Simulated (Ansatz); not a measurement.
The system is Pb.

```
Pb
1.0
     3.03861   -1.75032    0.00000
     3.03861    1.75032    0.00000
    -2.11546    0.00000    6.09522
Pb
2
Direct
  0.90851 0.90851 0.72629
  0.09149 0.09149 0.27371
```

This isn't the form of Pb at room conditions, which is fcc.

* Program: Ansatz 0.2.0
* Task: relaxation of cell and atoms
* Functional: PBE
* Dispersion: D3(BJ)
* Potentials or basis: all-electron LAPW, scalar-relativistic
* Basis error allowed: 0.001 eV/atom
* k mesh: 9 × 9 × 5
* Occupations: fermi-dirac, width 0.05 eV
* Spin: no spin polarisation

At the start: volume 32.42 Å³/atom.

How do energy, volume and symmetry change on relaxing?

Over 14 steps the energy falls by 79.5 meV/atom and the volume is 30.51 Å³/atom (-5.9 %); space group C2/m (No. 12, to 0.05 Å).

The path:
| step | energy change (eV) | largest force (eV/Å) | volume (Å³) |
| --- | --- | --- | --- |
| 1 | 0.0000 | 0.0692 | 64.84 |
| 2 | -0.0073 | 0.0318 | 63.01 |
| 3 | -0.0094 | 0.0249 | 62.97 |
| 4 | -0.0135 | 0.0336 | 62.86 |
| 5 | -0.0359 | 0.0828 | 62.70 |
| 6 | -0.0618 | 0.1295 | 61.69 |
| 7 | -0.0834 | 0.1426 | 61.17 |
| 8 | -0.1393 | 0.0084 | 60.15 |
| 9 | -0.1557 | 0.0027 | 61.60 |
| 10 | -0.1574 | 0.0045 | 61.05 |
| 11 | -0.1575 | 0.0169 | 60.99 |
| 12 | -0.1575 | 0.0001 | 61.01 |
| 13 | -0.1576 | 0.0006 | 61.01 |
| 14 | -0.1589 | 0.0007 | 61.01 |

Final structure:
```
Pb
1.0
     3.03410   -1.75498   -0.53011
     3.03410    1.75498   -0.53011
    -3.17569    0.00000    6.28392
Pb
2
Direct
  0.99999 0.99999 0.74998
  0.00001 0.00001 0.25002
```
